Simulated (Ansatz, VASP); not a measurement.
## One calculation of Be, two programs

```
Be
1.0
     2.24201    0.00000    0.00000
    -1.12101    1.94164    0.00000
     0.00000    0.00000    3.42085
Be
2
Direct
  0.33333 0.66667 0.25000
  0.66667 0.33333 0.75000
```

Change from the starting cell: strain -0.025 along x and y, -0.050 along z, atoms carried along.

Alike in both runs: task single point; functional PBEsol; k mesh 24 × 24 × 14; occupations gaussian, width 0.15 eV; no spin polarisation.

|  | VASP | Ansatz |
| --- | --- | --- |
| version | VASP 6.6.1 | Ansatz 0.2.0 |
| potentials or method | VASP PAW PBE potentials, release 64 (Be) | scalar-relativistic, plane waves, PAW |
| plane-wave cutoff (eV) | 520 | 420 |
| valence electrons in the cell | 4 | 4 |

|  | VASP | Ansatz | Ansatz less VASP |
| --- | --- | --- | --- |
| gap on the k mesh at the Fermi level (eV) | none | none | - |
| pressure (GPa) | 7.9 | 7.5 | -0.43 |
| largest component of the traceless stress (GPa) | 8.72 | 8.64 | -0.071 |

A gap of «none» marks a metal or a gap that the smearing closes. With one functional, cell and mesh, what is left measures potentials, basis and numerics.

Caveats: the PAW data sets were made with another functional, which shifts forces and pressure a little (VASP).
